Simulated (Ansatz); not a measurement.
Take a crystal in which Br has been replaced by I on all its sites, with the cell rescaled by a rough guess (in some cases also distorted within its space group) and nothing relaxed:

```xyz
2
Lattice="0.0000 3.2912 3.2912 3.2912 0.0000 3.2912 3.2912 3.2912 0.0000" Properties=species:S:1:pos:R:3 pbc="T T T"
K     0.0000    0.0000    0.0000
I     3.2912    3.2912    3.2912
```

Method: Ansatz, DFT PBE, scalar-relativistic, plane waves, PAW.

Settings: cutoff 420 eV, Γ-centred mesh 6×6×6 on the computed 2-atom cell, Gaussian smearing of 0.02 eV; no spin polarisation.

Task: What pressure does the cell carry?

Result: The pressure is 5.2 GPa (positive in compression), so the cell would expand.

Task: Is it a metal on this mesh?

Result: No: the gap is 4.48 eV, the least direct gap 4.54 eV.

Task: What is its energy against the elements in their standard states?

Result: -1.368 eV/atom at this unrelaxed geometry, with the elements in the same functional.

Spin-orbit coupling is left out, which matters for the bands of heavy elements.